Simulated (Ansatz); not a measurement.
## TaN: opening a crack plane

TaN, Fm-3m, a = 4.376 Å. This isn't the usual stable structure of the compound. Ansatz: PBEsol, PAW, 420 eV, Γ-centred 22×22×4 mesh on 12 atoms, Gaussian smearing 0.15 eV; no spin polarisation. One cut on (111) per cell of 12 atoms is opened rigidly by x, between planes of Ta and N that stand 1.26 Å apart; y is the energy per area (8.291 Å², 1 eV/Å² = 16.02 J/m²).

| x (Å) | y (J/m²) |
| --- | --- |
| 0.00 | 0.000 |
| 0.25 | 0.452 |
| 0.50 | ? |
| 1.00 | 3.579 |
| 1.50 | 4.952 |
| 2.00 | 5.614 |
| 3.00 | 6.063 |
| 6.00 | 6.207 |

**Question.** Fit the universal binding curve y = W[1 − (1 + x/l) e^(−x/l)] to the other rows, give the peak stress, and predict the missing value.

**Answer.** Least squares gives W = 6.21 J/m² and l = 0.513 Å. The stress dy/dx peaks at x = l with W/(e l) = 44.5 GPa, for rigid faces. At x = 0.50: x/l = 0.975, y = 1.583 J/m². The run gave 1.443 J/m², so the fit is 0.140 J/m² too high, 2.3 % of the span of the series, against an rms of 0.043 J/m² on the fitted rows. One length l has to serve both the bottom of the well and the tail, and here they ask for different ones.

Spin–orbit coupling is left out, which can shift energies with elements as heavy as these.

Cost: 9 runs of about 18 core-minutes in all, on Intel Xeon 6975P-C (Granite Rapids) (shared hosts).